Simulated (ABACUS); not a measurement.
A run of ABACUS 3.10.1 is set up as follows.

The input INPUT:

```
INPUT_PARAMETERS
suffix              V
calculation         scf
basis_type          pw
pseudo_dir          ./
symmetry            1
dft_functional      GGA_X_SOGGA+GGA_C_PBE
ecutwfc             40
pseudo_rcut         10
nspin               2
nbands              18
ks_solver           dav
smearing_method     fd
smearing_sigma      0.00367493
scf_thr             1e-08
scf_nmax            100
mixing_type         broyden
mixing_beta         0.4
cal_force           1
cal_stress          1
ecutrho             320
out_chg             1
out_pot             2
out_elf             0
kpar                4
```

File STRU:

```
ATOMIC_SPECIES
V 50.9415 v_pbe_v1.4.uspp.F.UPF

LATTICE_CONSTANT
1.8897261246

LATTICE_VECTORS
-1.5143500000 1.5143500000 1.5143500000
1.5143500000 -1.5143500000 1.5143500000
1.5143500000 1.5143500000 -1.5143500000

ATOMIC_POSITIONS
Direct

V
0.0
1
0.0000000000 0.0000000000 0.0000000000 1 1 1 mag 2
```

Contents of KPT:

```
K_POINTS
0
Gamma
10 10 10 0 0 0
```

Potentials or basis: GBRV ultrasoft 1.5 PBE, plane waves.

Launch:

```sh
$ OMP_NUM_THREADS=1 mpirun -np 4 abacus > log
```

Question: What does it give for the band gap on the k mesh?

Answer: None (metal or under the smearing width).

Question: Estimate the pressure.

Answer: -12.4 GPa.

Question: Estimate the net moment.

Answer: 0.00 μB per cell.

Caveat: the potentials were made for another functional, which shifts forces and pressure.
